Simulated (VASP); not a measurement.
# Sb (I4/mmm) in VASP: a series of runs, part 2 of 2

VASP 6.6.1.

### 6 Single point, r2SCAN

INCAR

```
ADDGRID = False
ALGO = Normal
EDIFF = 1E-6
ENCUT = 400
ISIF = 2
ISMEAR = 0
LASPH = True
LCHARG = False
LMIXTAU = True
LREAL = False
LWAVE = False
METAGGA = R2SCAN
NBANDS = 8
NELM = 100
PREC = Accurate
SIGMA = 0.05
```

KPOINTS

```
k-points
0
Gamma
  6 6 6
```

POSCAR

```
Sb
1.0
   -1.5638750000      1.6131910000      2.7402030000
    1.6104090000     -1.5604430000      2.7365900000
    1.5281950000      1.5247630000     -2.7095380000
Sb
1
Direct
    0.0004760000      0.0218010000      0.0165680000
```

Potentials or basis: VASP PAW PBE potentials, release 64 (Sb).

Launch:

```bash
$ cat potpaw_PBE.64/Sb/POTCAR > POTCAR
$ mpirun -np 1 vasp_std > vasp.out
```

OUTCAR:

```text
EDIFF = 1E-6
   ENCUT = 400
   ISIF = 2
   ISMEAR = 0
   LASPH = True
   LREAL = False
   METAGGA = R2SCAN
   NELM = 100
   PREC = Accurate

 Found    112 irreducible k-points:

 Following reciprocal coordinates:
            Coordinates               Weight
  0.000000  0.000000  0.000000      1.000000
  0.166667 -0.000000 -0.000000      2.000000
  0.333333 -0.000000  0.000000      2.000000
  0.500000 -0.000000  0.000000      1.000000
 -0.000000  0.166667  0.000000      2.000000
  0.166667  0.166667  0.000000      2.000000
   k-points           NKPTS =    112   k-points in BZ     NKDIM =    112   number of bands    NBANDS=      8
   number of dos      NEDOS =    301   number of ions     NIONS =      1
   total plane-waves  NPLWV =  13824
   dimension x,y,z NGX =    24 NGY =   24 NGZ =   24
   dimension x,y,z NGXF=    48 NGYF=   48 NGZF=   48
   ions per type =               1
   NGX,Y,Z   is equivalent  to a cutoff of  11.26, 11.28, 11.52 a.u.
   NGXF,Y,Z  is equivalent  to a cutoff of  22.52, 22.55, 23.03 a.u.
 SYSTEM =  unknown system
   PREC   = accura    normal or accurate (medium, high low for compatibility)
   ISTART =      0    job   : 0-new  1-cont  2-samecut
   ICHARG =      2    charge: 1-file 2-atom 10-const
   ISPIN  =      1    spin polarized calculation?
   LNONCOLLINEAR =      F non collinear calculations
   LSORBIT =      F    spin-orbit coupling
   LASPH  =      T    aspherical Exc in radial PAW
   ENCUT  =  400.0 eV  29.40 Ry    5.42 a.u.   5.78  5.77  5.65*2*pi/ulx,y,z
   NELM   =    100;   NELMIN=  2; NELMDL= -5     # of ELM steps
   EDIFF  = 0.1E-05   stopping-criterion for ELM
   LREAL  =      F    real-space projection
   EDIFFG = 0.1E-04   stopping-criterion for IOM
   NSW    =      0    number of steps for IOM
   IBRION =     -1    ionic relax: 0-MD 1-quasi-New 2-CG
   NFREE  =      0    steps in history (QN), initial steepest desc. (CG)
   ISIF   =      2    stress and relaxation
   ISYM   =      2    0-nonsym 1-usesym 2-fastsym
   POTIM  = 0.5000    time-step for ionic-motion
   TEBEG  =    0.0;   TEEND  =   0.0 temperature during run
   PSTRESS=    0.0 pullay stress
   NELECT =       5.0000    total number of electrons
   NUPDOWN=      -1.0000    fix difference up-down
   EMIN   =  10.00;   EMAX   =-10.00  energy-range for DOS
   EFERMI =   0.00;   METHOD = LEGACY
   ISMEAR =     0;   SIGMA  =   0.05  broadening in eV -4-tet -1-fermi 0-gaus
   EFERMI_NEDOS =   21; number of points for ismear=-14 and -15
   IALGO  =     38    algorithm
   IMIX   =      4    mixing-type and parameters
     AMIX     =   0.40;   BMIX     =  1.00
     AMIX_MAG =   1.60;   BMIX_MAG =  1.00
  volume/ion in A,a.u.               =      26.96       181.95
  Fermi-wavevector in a.u.,A,eV,Ry     =   0.933573  1.764197 11.858272  0.871558
  Thomas-Fermi vector in A             =   2.060288
   LORBIT       =      0    0 simple, 1 ext, 2 COOP (PROOUT), +10 PAW based schemes
   METAGGA = R2SCAN    functional components
   LHFCALC =     F    Hartree Fock is set to
   AEXX    =    0.0000 exact exchange contribution
   IVDW    =     0    specifies the selected vdW correction
   LEPSILON=     F    determine dielectric tensor
   LRPA    =     F    only Hartree local field effects (RPA)
 non-spin polarized calculation
 Gauss-broadening in eV      SIGMA  =   0.05
  energy-cutoff  :      400.00
  volume of cell :       26.96
 maximum number of plane-waves:       499
   NGX = 11   NGY = 11   NGZ = 11

 number of electron       5.0000000 magnetization

 Free energy of the ion-electron system (eV)
  ---------------------------------------------------
  ext. energy  EPLUGINS =         0.00000000
  ---------------------------------------------------
  free energy    TOTEN  =       -25.31655427 eV

  energy without entropy =      -25.31616387  energy(sigma->0) =      -25.31635907

 E-fermi :   8.5782     XC(G=0): -10.7799

 val. band max:        8.4676131668   @ k =  -0.3333   0.3333   0.5000
 cond. band min:       8.5889554510   @ k =   0.0000   0.1667   0.5000
 fundamental gap:      0.1213422843
 Fermi energy:         8.5781865787

 k-point     1 :       0.0000    0.0000    0.0000
  band No.  band energies     occupation
      1      -5.1326      2.00000
      2      13.1553      0.00000
      3      14.2120      0.00000
      4      14.2692      0.00000
      5      18.1329      0.00000
      6      19.3470      0.00000
      7      19.7344      0.00000
      8      19.9526      0.00000
[... 45 lines left out ...]
 k-point     6 :       0.1667    0.1667    0.0000
  band No.  band energies     occupation
      1      -3.7039      2.00000
      2       8.9265      0.00000
      3       9.6839      0.00000
      4      11.9146      0.00000
      5      17.7846      0.00000
      6      18.5472      0.00000
      7      21.0428      0.00000
      8      21.1898      0.00000

 [... further k-points ...]

------------------------ aborting loop because EDIFF is reached ----------------------------------------

  FORCE on cell =-STRESS in cart. coord.  units (eV):
  Direction    XX          YY          ZZ          XY          YZ          ZX
  --------------------------------------------------------------------------------------
  -------------------------------------------------------------------------------------
  Total        0.4343904      0.4424035     -0.3164082      0.1109089     -0.0653815     -0.1221756
  in kB       25.8131507     26.2893185    -18.8021971      6.5906356     -3.8852193     -7.2601437
  external PRESSURE =      11.1000907 kB  Pullay stress =       0.0000000 kB

 VOLUME and BASIS-vectors are now :
 -----------------------------------------------------------------------------
  energy-cutoff  :      400.00
  volume of cell :       26.96
      direct lattice vectors                 reciprocal lattice vectors
    -1.563875000  1.613191000  2.740203000     0.002055809  0.316948054  0.179518554
     1.610409000 -1.560443000  2.736590000     0.317083613  0.001847581  0.179876686
     1.528195000  1.524763000 -2.709538000     0.322328449  0.322401118 -0.005843793

 POSITION                                       TOTAL-FORCE (eV/Angst)
 -----------------------------------------------------------------------------------
      0.05968     -0.00799      0.01607         0.000000      0.000000      0.000000
 -----------------------------------------------------------------------------------
    total drift:                               -0.000000     -0.000000      0.000001

  FREE ENERGIE OF THE ION-ELECTRON SYSTEM (eV)
  ---------------------------------------------------
  free  energy   TOTEN  =       -25.3165542717 eV

  energy  without entropy=      -25.3161638685  energy(sigma->0) =      -25.31635907
```

It took 40 s on 1 thread of Intel Xeon Platinum 8375C at 2.90GHz (Ice Lake), shared host; peak memory 0.14 GiB.

These settings aren't checked as converged: the numbers below hold their error.

Results:

```
Free energy            : -25.3166 eV
Pressure               : 1.1 GPa
Band gap on the k mesh : none (metal or under the smearing width)
```

Caveat: the k mesh is coarse (spacing up to 0.48 Å⁻¹), so the values aren't converged; the PAW data sets were made with another functional, which shifts forces and pressure a little.
